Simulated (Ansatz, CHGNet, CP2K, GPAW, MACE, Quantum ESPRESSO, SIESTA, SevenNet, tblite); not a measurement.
**Other levels on LaAg(100)/Pb(100) interface (59 atoms)**

The cell holds 59 atoms: 16 La, 16 Ag and 27 Pb. Its edges and angles: a = 10.568 Å, b = 10.568 Å, c = 25.354 Å, α = 90.0°, β = 90.0°, γ = 90.0°. CsCl-type LaAg(100), 2 repeat layers, 8 surface cells, strained -0.63 and -0.63 %; fcc Pb(100), 3 layers, 9 cells, +0.64 and +0.64 %; outer planes 2.76 Å apart, 12 Å of vacuum above; not relaxed, displaced by a Gaussian of 0.02 Å. Then every atom was moved at random, 0.02 Å r.m.s. a Cartesian component. Regions: LaAg, 32 atoms (16 La and 16 Ag); Pb, 27 atoms (27 Pb). Vacuum lies along c.

Geometry: as built.

The reference, a calculation:

- method: Kohn-Sham DFT, PBE, PAW, plane waves (Ansatz 0.2.0); cutoff 420 eV, Γ point, fermi-dirac smearing of 0.05 eV; PAW set soft_2
- r.m.s. force component: 0.2566 eV/Å
- longest force: 0.8593 eV/Å
- SCF cycles: 15
- time: 88 s on 4 threads of Arm Neoverse V1, shared host
- CPU time: 5.7 min

Runs, in no order:
A. CP2K PBEsol, PBE potentials, DZVP-MOLOPT-SR, 600/60 Ry, diagonalisation: Kohn-Sham DFT, PBEsol, GTH-PBE pseudopotentials, Gaussian and plane waves, DZVP-MOLOPT-SR-GTH, diagonalisation
B. SIESTA PBE, DZ, shift 0.01 Ry, mesh 300 Ry: Kohn-Sham DFT, PBE, PseudoDojo 0.4.1 norm-conserving pseudopotentials (converted to PSML), numerical atomic orbitals (DZ), diagonalisation
C. CP2K PBE, DZVP-MOLOPT-SR, 420/60 Ry, diagonalisation: Kohn-Sham DFT, PBE, GTH-PBE pseudopotentials, Gaussian and plane waves, DZVP-MOLOPT-SR-GTH, diagonalisation
D. QE PBE, sssp-1.3.0-efficiency, 35/280 Ry: Kohn-Sham DFT, PBE, SSSP efficiency 1.3.0 pseudopotentials, plane waves
E. MACE MPA-0 medium potential: machine-learned interatomic potential MACE MPA-0 medium, trained on PBE(+U) plane-wave data

Q: Order them from the smallest to the largest r.m.s. force difference.

D, A, C, B, E.

```csv
run,"Δ force, r.m.s. (meV/Å)",share of r.m.s. force (%),CPU time
"D. QE PBE, sssp-1.3.0-efficiency, 35/280 Ry",7.10,2.77,81 min
"A. CP2K PBEsol, PBE potentials, DZVP-MOLOPT-SR, 600/60 Ry, diagonalisation",37.0,14.4,20 min
"C. CP2K PBE, DZVP-MOLOPT-SR, 420/60 Ry, diagonalisation",52.9,20.6,20 min
"B. SIESTA PBE, DZ, shift 0.01 Ry, mesh 300 Ry",112,43.5,4.6 min
E. MACE MPA-0 medium potential,205,79.8,7.9 s
```

Machine-learned potentials mimic data converged in k, so the reference's own k-point error enters their differences. The electronic-structure runs sample only Γ, in a cell whose shortest periodic width is 11 Å, which is coarse for a cell with partly filled levels.

[Logs are printed without paths, hosts, clocks, repeated set-up lines and the standing remarks that a program may print on its own settings, such as how far it seeks lower states.]

[Hosts, paths, dates, database ids (printed as entryN), source tags and the programs' standing remarks are cut or masked in the printed files.]
